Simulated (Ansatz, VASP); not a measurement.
One calculation of CdS, two programs

```
CELL_PARAMETERS angstrom
4.09291 0.00000 0.00000
-2.04646 3.54457 0.00000
0.00000 0.00000 6.78187
ATOMIC_POSITIONS crystal
Cd 0.33333 0.66667 0.03704
Cd 0.66667 0.33333 0.53704
S 0.33333 0.66667 0.34796
S 0.66667 0.33333 0.84796
```

Alike in both runs: task single point; functional PBE; k mesh 9 × 9 × 4; occupations gaussian, width 0.02 eV; no spin polarisation.

|  | VASP | Ansatz |
| --- | --- | --- |
| version | VASP 6.6.1 | Ansatz 0.2.0 |
| potentials or method | VASP PAW PBE potentials, release 64 (Cd, S) | scalar-relativistic, plane waves, PAW |
| plane-wave cutoff (eV) | 520 | 420 |
| valence electrons in the cell | 36 | 52 |

|  | VASP | Ansatz | Ansatz less VASP |
| --- | --- | --- | --- |
| gap on the k mesh at the Fermi level (eV) | 1.23 | 1.22 | -0.013 |
| least direct gap on the mesh (eV) | 1.23 | 1.22 | -0.013 |
| pressure (GPa) | 10.9 | 10.4 | -0.55 |
| largest component of the traceless stress (GPa) | 23.80 | 23.10 | -0.705 |
| rms of the force components (eV/Å) | 3.272 | 3.190 | -0.0820 |

Atom by atom the forces differ by 0.082 eV/Å (rms over components). The two sets of potentials don't hold the same shells in valence.

Caveats: forces of over 1 eV/Å show positions far from the minimum, so gaps and moduli don't describe the material at rest.
